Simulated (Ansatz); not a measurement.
This guess for C is about to be relaxed.

```
C
1.0
     4.12821    0.00000    0.00000
     0.00000    4.12821    0.00000
     0.00000    0.00000    2.78815
C
8
Direct
  0.31381 0.93120 0.50000
  0.68619 0.93120 0.00000
  0.68619 0.06880 0.50000
  0.93120 0.68619 0.00000
  0.93120 0.31381 0.50000
  0.31381 0.06880 0.00000
  0.06880 0.31381 0.00000
  0.06880 0.68619 0.50000
```

All numbers below come from DFT PBE, scalar-relativistic, plane waves, PAW (Ansatz 0.2.0). Cutoff 420 eV, Gaussian smearing, Γ-centred meshes. Cell and atoms relax first on a coarse mesh and then on a finer one. In between, the cell is made exact in the group found at 0.06 Å. In metals the finer mesh still leaves noise of several meV/atom or more. The steps can't lower the symmetry of their start. No spin polarisation in the relaxation; trial moments died out in a coarse test.

A guess keeps its type if space group and coordination stay and the shape of the cell changes little (axis ratios within about 15 %, angles within 6°); the volume may change.

Question: Will the relaxed cell still be of the starting type?

Answer: It doesn't keep its type. The symmetry stays P4_2/mcm (No. 132). The volume per atom grows by 112.4 %, from 5.9 to 12.6 Å³. The shortest distance goes from 1.43 Å (C–C) to 1.39 Å (C–C). The ratio c/a of the conventional cell changes by a factor of 0.61. Counting neighbours within 15 % of an atom's shortest distance, the start has C 4 and the end C 3. In detail, at the end C has 1 C at 1.39 Å and 2 C at 1.49 Å.

```
C
1.0
     6.26158    0.00000    0.00000
     0.00000    6.26158    0.00000
     0.00000    0.00000    2.57370
C
8
Cartesian
  1.3613 5.8836 1.2869
  4.9002 5.8836 0.0000
  4.9002 0.3780 1.2869
  5.8836 4.9002 0.0000
  5.8836 1.3613 1.2869
  1.3613 0.3780 0.0000
  0.3780 1.3613 0.0000
  0.3780 4.9002 1.2869
```

Energies count from the standard state of C at the same level.

Question: At what energy does it end?

Answer: +1.07 eV/atom. So it is a metastable form at best.

The last run used a 6×6×14 mesh (in the run's order of axes) for its 8-atom cell and Gaussian smearing of 0.10 eV. No dispersion correction is applied, so the spacing and binding between layers, chains or molecules are poorly described. The reference form of C is held partly by dispersion forces, which this level lacks. A structure relaxed within its symmetry needn't be a true minimum. Another cell of C relaxed alike, in I4/mmm, lies 0.74 eV/atom lower, so this cell isn't the stable form at this level.
